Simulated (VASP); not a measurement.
BaS: single point with PBEsol

**The experiment to reproduce.**

From a printed reference work, monograph, original work of 1988, for a bulk crystal of BaS at 2 K: band gap 3.806 eV (indirect).

The system is BaS.

```xyz
2
Lattice="0.0000 3.1663 3.1663 3.1663 0.0000 3.1663 3.1663 3.1663 0.0000" Properties=species:S:1:pos:R:3 pbc="T T T"
Ba    0.0000    0.0000    0.0000
S     3.1663    3.1663    3.1663
```

```yaml
Program: VASP 6.6.1
Task: single point
Functional: PBEsol
Potentials_or_basis: VASP PAW PBE potentials, release 64 (Ba_sv, S)
Cutoff: 520 eV
k_mesh: 7 × 7 × 7
Occupations: fermi-dirac, width 0.05 eV
Spin: no spin polarisation
Dipole_correction: no
Further_INCAR_settings: ALGO = Normal; EDIFF = 1e-06; NBANDS = 15
```

The pressure is 0.7 GPa and the band gap on the k mesh is 2.00 eV (least direct gap 2.13 eV).

Levels at points of the mesh, in eV from the valence-band top:
| k point | band 4 | band 5 | band 6 | band 7 | band 8 | band 9 | band 10 | band 11 | band 12 | band 13 |
| --- | --- | --- | --- | --- | --- | --- | --- | --- | --- | --- |
| (0.00, 0.00, 0.00) | -11.00 | -10.39 | 0.00 | 0.00 | 0.00 | 3.53 | 3.78 | 3.78 | 3.78 | 4.77 |

Wall time 18 s on 1 thread of Intel(R) Xeon(R) Platinum 8259CL CPU @ 2.50GHz (Skylake/Cascade Lake), on a shared host, peak memory 0.21 GiB.

Measured gap of BaS: 3.806 eV (indirect; 2 K; a printed reference work, monograph, original work of 1988). This calculation gives 2.00 eV (-1.81 eV). Spin-orbit coupling on Ba is left out. The value is that of PBEsol on a finite k mesh, which can miss the band edges, without temperature or zero-point motion. Semilocal functionals fall short of measured gaps as a rule.

Caveat: the PAW data sets were made with another functional, which shifts forces and pressure a little; spin-orbit coupling is left out, which moves the levels of the heavy elements; an odd mesh through Γ misses points on the zone boundary, where band edges can lie.
